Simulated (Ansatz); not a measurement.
# Thickness series of a Zr/SiC/Zr junction, part 3 of 3

Wanted: T(E), the conductance and its decay constant for Zr/SiC/Zr. Both electrodes are Zr hcp(0001); the barrier is SiC wurtzite(0001) (whole bilayers). In the first transport cell, after relaxation, the nearest pair of electrode and barrier is Zr–C at 2.49 Å, at a slant, at the lower face and Zr–Si at 2.81 Å, at a slant, at the upper one. All share a net of side 3.09 Å, which strains the lower electrode by -4.3 % and the barrier by +0.0 %, against typed lattice constants near PBE's. The first steps treat the bulk electrodes alone.

Ansatz 0.2.0; PBE DFT, plane waves, PAW files (the session's first sound run).

So far. Step 8 (Conductance on a fine mesh, atomic planes in the …): G = 1.7e10 S/m² (1/G = 59.1 Ω µm²), 0.060 times the step before of this kind. Apart from band edges and resonances, the largest error estimate is 28 %, from the leads' potential steps. For edges and narrow resonances that could lie between the energies solved the program puts 994 %, while dropping every other energy moves G by 0.2 %.

## (12) The same cell, other settings, 26 atoms

This step: PBE DFT, plane waves, PAW files; ballistic transmission by layer matching between semi-infinite leads; changed: output.transmission.kmesh = [45, 45], output.transmission.e_range = [-3, 3], output.transmission.de = 0.035 (Ansatz 0.2.0).

System of this step: Zr/SiC/Zr. The cell holds 26 atoms: 22 Zr, 2 C and 2 Si. Cell: a = 3.090 Å, b = 3.090 Å, c = 75.259 Å, α = 90.0°, β = 90.0°, γ = 120.0°. Regions: left electrode, 11 atoms (11 Zr); barrier, 4 atoms (2 C and 2 Si); right electrode, 11 atoms (11 Zr). Vacuum lies along c.

This run repeats an earlier one, its twin (the conductance run, 4 atomic planes between the electrodes), with three settings changed (output.transmission.kmesh, output.transmission.e_range, output.transmission.de; files written aside). It is meant to test whether the mesh across the current is converged and what the energy window and step decide. Where the input is shown as a difference, that is against the step before, not the twin.

File input.yaml:

```yaml
crystal:
  lattice:
    - [3.09, 0.0, 0.0]
    - [-1.545, 2.6760184977, 0.0]
    - [0.0, 0.0, 75.2585451667]
  atoms:
    - { symbol: Zr, position: [0.33333333, 0.66666667, 0.0930126936] }
    - { symbol: Zr, position: [0.0, 0.0, 0.1289643464] }
    - { symbol: Zr, position: [0.33333333, 0.66666667, 0.1649159993] }
    - { symbol: Zr, position: [0.0, 0.0, 0.2008676522] }
    - { symbol: Zr, position: [0.33333333, 0.66666667, 0.2368193051] }
    - { symbol: Zr, position: [0.0, 0.0, 0.272770958] }
    - { symbol: Zr, position: [0.33333333, 0.66666667, 0.3087226108] }
    - { symbol: Zr, position: [0.0, 0.0, 0.3446742637] }
[... 14 atom lines left out ...]
    - { symbol: Zr, position: [0.66666667, 0.33333333, 0.7991323478] }
    - { symbol: Zr, position: [0.0, 0.0, 0.8350840007] }
    - { symbol: Zr, position: [0.66666667, 0.33333333, 0.8710356536] }
    - { symbol: Zr, position: [0.0, 0.0, 0.9069873064] }
kpoints:
  mp_grid: { grid: [12, 12, 1] }
scf:
  occupations: { method: fermi_dirac, width: 0.1 }
  max_iter: 150
hamiltonian:
  xc: pbe
output:
  transmission:
    kmesh: [45, 45]
    e_range: [-3, 3]
    de: 0.035
    leads: [[4, 6], [20, 22]]
```

Run with:

```bash
$ ansatz run input.yaml --threads 4 --pin off --max-ram 12288MiB --backend cpu --events-out ev --progress --plain --runs-dir out
```

Run time: 72 min. Hardware: 4 threads of Arm Neoverse V1, shared host; peak memory 3 GiB.

Numbers from this step:

```
free energy                                         : -93816.6622 eV
Fermi energy                                        : 11.69 eV
transmission at the Fermi level (a spin, zone mean) : 0.1399
channels of the lower lead                          : 0.8365
channels of the upper lead                          : 0.8099
ballistic conductance of the lower lead             : 7.69e14 S/m²
potential step in the upper lead                    : 7.4 meV
ballistic conductance of the upper lead             : 7.60e14 S/m²
junction conductance                                : 1.31e14 S/m²
error estimates by source, in the log's order       : 0.2, 0.4, 51, 9.2 %
resistance-area product beyond the leads            : 0.006340 Ω um²
```

One spin. Transmission, zone mean against energy, zero at the Fermi level:

energy (eV), transmission, zone mean and a bar:
```
   -3.000      0.097 #####
   -2.895      0.128 #######
   -2.790      0.160 ##########
   -2.685      0.180 ###########
   -2.615      0.178 ###########
   -2.580      0.181 ###########
   -2.510      0.179 ###########
   -2.405      0.131 #######
   -2.300      0.091 #####
   -2.195      0.102 #####
   -2.090      0.101 #####
   -1.985      0.101 #####
   -1.915      0.098 #####
   -1.810      0.085 ####
   -1.705      0.055 ##
   -1.600      0.034 
   -1.495      0.028 
   -1.390      0.042 #
   -1.285      0.063 ###
   -1.215      0.071 ###
   -1.110      0.083 ####
   -1.005      0.090 #####
   -0.900      0.106 ######
   -0.795      0.120 #######
   -0.690      0.141 ########
   -0.585      0.153 #########
   -0.515      0.159 #########
   -0.410      0.128 #######
   -0.305      0.125 #######
   -0.200      0.112 ######
   -0.095      0.107 ######
    0.010      0.140 ########
    0.045      0.175 ###########
    0.115      0.150 #########
    0.185      0.149 #########
    0.290      0.128 #######
    0.395      0.121 #######
    0.500      0.143 ########
    0.605      0.150 #########
    0.710      0.150 #########
    0.815      0.157 #########
    0.850      0.160 ##########
    0.885      0.159 #########
    0.990      0.156 #########
    1.095      0.120 #######
    1.200      0.107 ######
    1.305      0.103 #####
    1.410      0.115 ######
    1.515      0.138 ########
    1.585      0.146 #########
    1.690      0.156 #########
    1.795      0.179 ###########
    1.900      0.220 ##############
    2.005      0.271 ##################
    2.110      0.304 ####################
    2.215      0.289 ###################
    2.285      0.271 ##################
    2.390      0.274 ##################
    2.495      0.311 #####################
    2.600      0.371 #########################
    2.705      0.387 ##########################
    2.810      0.421 ############################
    2.845      0.442 ##############################
    2.915      0.427 #############################
```

One spin. Open channels, zone mean against energy, zero at the Fermi level:

```tsv
energy (eV)	lower lead	upper lead
-3.000	0.578	0.578
-2.790	0.773	0.773
-2.615	0.836	0.830
-2.405	0.827	0.830
-2.195	0.836	0.836
-1.985	0.818	0.803
-1.810	0.677	0.694
-1.600	0.623	0.623
-1.390	0.650	0.638
-1.215	0.841	0.847
-1.005	0.963	0.957
-0.795	1.20	1.21
-0.585	1.29	1.29
-0.410	0.933	0.957
-0.200	0.680	0.685
0.010	0.837	0.810
0.185	1.15	1.16
0.395	1.19	1.19
0.605	1.15	1.14
0.815	1.10	1.10
0.990	0.978	0.990
1.200	0.828	0.822
1.410	0.937	0.937
1.585	0.997	0.997
1.795	1.09	1.09
2.005	1.23	1.21
2.215	1.17	1.18
2.390	1.13	1.14
2.600	1.18	1.19
2.810	1.21	1.21
```

Transmission over k1 and k2. At 0.0100 eV from the Fermi level.

Ten even steps from '0' (0.000) to '9' (0.693), each cell a mean:
```
321000000000022322001212200122
210000000000001122103211122012
000000000100000000002210001210
000000001320000000001210000120
000000001455200000000110000012
000000000166400000000011111112
000112201345543102221000222222
000024552788888734543100001100
000002572799989986465100000010
100000122799766799741000000122
210000002799754468983000000123
321000000389864457997200000012
221000000147997667997221000001
010000001564689989997275200000
001100001345437888887255420000
222222000122201345543102211000
211111110000000004661000000000
210000011000000002554100000000
021000012100000000023100000000
012100012200000000001000000000
210221112301221100000000000012
221002212100223220000000000123
```
Columns: k1 (b1) from -0.489 to 0.489; rows upwards: k2 (b2) from -0.489 to 0.489.

The conductance is 1.3e14 S/m² against 1.3e14 S/m² in the twin: a change of +2 %, at 8.5 times the CPU time.

## (13) Results

```json
{
 "1/G at 7.1 Å gap": "0.00778 Ω um²",
 "1/G at 22.3 Å gap": "59.1 Ω um²",
 "decay constant β": "0.59 Å⁻¹"
}
```

**Reading.** A fit of ln G against d gives β = 0.59 Å⁻¹, and step by step the slopes are 0.59, 0.61 and 0.56 Å⁻¹. They agree within a fifth, so G falls as one exponential, by a factor of ten every 3.9 Å. At the Fermi level the layers of the barrier in the wide-window run (8 planes) hold from 0.0040 to 0.049 states an eV and atom. A semilocal functional narrows gaps, which tends to make the decay too slow. For band edges and narrow resonances between the energies solved the program's estimate reaches 994 %, so such features can't be ruled out. The program's largest other error estimate on these conductances is 50 %, from the leads' potential steps, in the run that gave 1.3e14 S/m². In 4 of these 4 runs a lead's potential steps by more than 25 meV, which the program flags as too much. No spin-orbit coupling, phonons, disorder or image charges enter; the interfaces are ordered, one cell wide and lattice-matched by strain. Semilocal gaps are too small, which can bring a band edge of the barrier nearer to the Fermi level than it is.

[Logs are printed without paths, hosts, clocks, repeated set-up lines and the standing remarks that a program may print on its own settings, such as how far it seeks lower states.]

[Hosts, paths, dates, database ids (printed as entryN), source tags and the programs' standing remarks are cut or masked in the printed files.]
